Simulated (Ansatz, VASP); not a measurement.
**One calculation of CuO (Tenorite), two programs**

The input INCAR:

```
SYSTEM = CuO
  ALGO = Normal
  EDIFF = 1E-6
  ENCUT = 500
  GGA = RP
  ISIF = 2
  ISMEAR = 0
  LASPH = .TRUE.
  LCHARG = .FALSE.
  LREAL = .FALSE.
  LWAVE = .FALSE.
  NELM = 60
  PREC = Accurate
  SIGMA = 0.1
```

Contents of KPOINTS:

```
k-points
0
G
  10 10 5
  0 0 0
```

POSCAR

```
CuO
1.0
    2.3418500000     -1.7113000000      0.0000000000
    2.3418500000      1.7113000000      0.0000000000
   -0.8500274268      0.0000000000      5.0578693947
Cu O
2 2
Cartesian
    0.7459112866     -0.8556500000      2.5289346974
    1.1709250000      0.8556500000      0.0000000000
    1.7043294299      0.2792841600      3.7934020460
    2.1293431433     -0.2792841600      1.2644673487
```

Contents of input.yaml:

```yaml
crystal:
  lattice:
    - [2.34185, -1.7113, 0.0]
    - [2.34185, 1.7113, 0.0]
    - [-0.8500274268, 0.0, 5.0578693947]
  atoms:
    - { symbol: Cu, position: [0.5, 0.0, 0.5] }
    - { symbol: Cu, position: [0.0, 0.5, 0.0] }
    - { symbol: O, position: [0.4184, 0.5816, 0.75] }
    - { symbol: O, position: [0.5816, 0.4184, 0.25] }
hamiltonian:
  xc: rpbe
  pseudopotentials: { kind: paw }
kpoints:
  mp_grid: { grid: [10, 10, 5] }
scf:
  occupations: { method: gaussian, width: 0.1 }
output:
  forces: true
  stress: true
  eigenvalues: true
```

Alike in both runs: task single point; functional RPBE; k mesh 10 × 10 × 5; occupations gaussian, width 0.1 eV; no spin polarisation.

|  | VASP | Ansatz |
| --- | --- | --- |
| version | VASP 6.6.1 | Ansatz 0.2.0 |
| potentials or method | VASP PAW PBE potentials, release 64 (Cu, O) | Ansatz PAW |
| plane-wave cutoff (eV) | 500 | 420 |
| valence electrons in the cell | 34 | 50 |

VASP gave:

```
gap on the k mesh at the Fermi level (eV)       : none
pressure (GPa)                                  : 11.8
largest component of the traceless stress (GPa) : 1.71
rms of the force components (eV/Å)              : 0.060
```

Q: Which values does Ansatz return?

A: gap on the k mesh at the Fermi level (eV): none; pressure (GPa): 11.3; largest component of the traceless stress (GPa): 1.63; rms of the force components (eV/Å): 0.078.

Atom by atom the forces differ by 0.018 eV/Å (rms over components). A gap of «none» marks a metal or a gap that the smearing closes. The functional is the same, so the differences come from potentials, cutoffs and numerics. The two sets of potentials don't hold the same shells in valence.

Caveats: the run has no spin polarisation, though such a crystal can be magnetic; semilocal functionals often make such compounds metallic where correlation or magnetic order opens a gap, which also shifts bond lengths; the PAW data sets were made with another functional, which shifts forces and pressure a little (VASP); the pressure holds a Pulay correction of +0.7 GPa for the finite cutoff (Ansatz); the PAW data sets come from PBE, with cores solved anew for the run's functional, which leaves a small shift of forces and pressure (Ansatz). With open d or f shells a metallic result of RPBE can be an artefact of self-interaction; +U or a hybrid may open a gap.
